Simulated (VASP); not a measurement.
**Ir: single point with r2SCAN**

Ir:

```
Ir
1.0
     2.72141    0.00000    0.00000
    -1.36071    2.35681    0.00000
     0.00000    0.00000    4.41203
Ir
2
Cartesian
  0.0000 1.5712 1.1030
  1.3607 0.7856 3.3090
```

This isn't the form of Ir at room conditions, which is fcc.

```json
{
  "Program": "VASP 6.6.1",
  "Task": "single point",
  "Functional": "r2SCAN",
  "Potentials or basis": "VASP PAW PBE potentials, release 64 (Ir)",
  "Cutoff": "520 eV",
  "k mesh": "18 × 18 × 10",
  "Occupations": "gaussian, width 0.1 eV",
  "Spin": "no spin polarisation"
}
```

- Pressure: 5.6 GPa
- Band gap on the k mesh: none (metal or under the smearing width)

Levels at points of the mesh, in eV from the Fermi level:
| k point | band 6 | band 7 | band 8 | band 9 | band 10 | band 11 | band 12 | band 13 |
| --- | --- | --- | --- | --- | --- | --- | --- | --- |
| (0.00, 0.00, 0.00) | -3.34 | -3.34 | -2.51 | -2.51 | -0.80 | 0.27 | 0.27 | 7.47 |
| (0.50, 0.00, 0.00) | -3.58 | -3.12 | 0.73 | 0.99 | 1.16 | 3.09 | 4.63 | 8.72 |
| (0.50, 0.50, 0.00) | -3.58 | -3.12 | 0.73 | 0.99 | 1.16 | 3.09 | 4.63 | 8.72 |
| (0.00, 0.00, 0.50) | -4.15 | -4.15 | -4.15 | -0.52 | -0.52 | -0.52 | -0.52 | 14.40 |
| (0.50, 0.00, 0.50) | -2.25 | -1.00 | -1.00 | 0.98 | 0.98 | 2.11 | 2.11 | 8.10 |
| (0.50, 0.50, 0.50) | -2.25 | -1.00 | -1.00 | 0.98 | 0.98 | 2.11 | 2.11 | 8.10 |

Run time: 26 min on 1 thread of Intel(R) Xeon(R) Platinum 8175M CPU @ 2.50GHz (Skylake/Cascade Lake), with other jobs on the host, peak memory 0.32 GiB.

Caveat: the PAW data sets were made with another functional, which shifts forces and pressure a little. Spin-orbit coupling is left out, which matters for the levels of Ir.
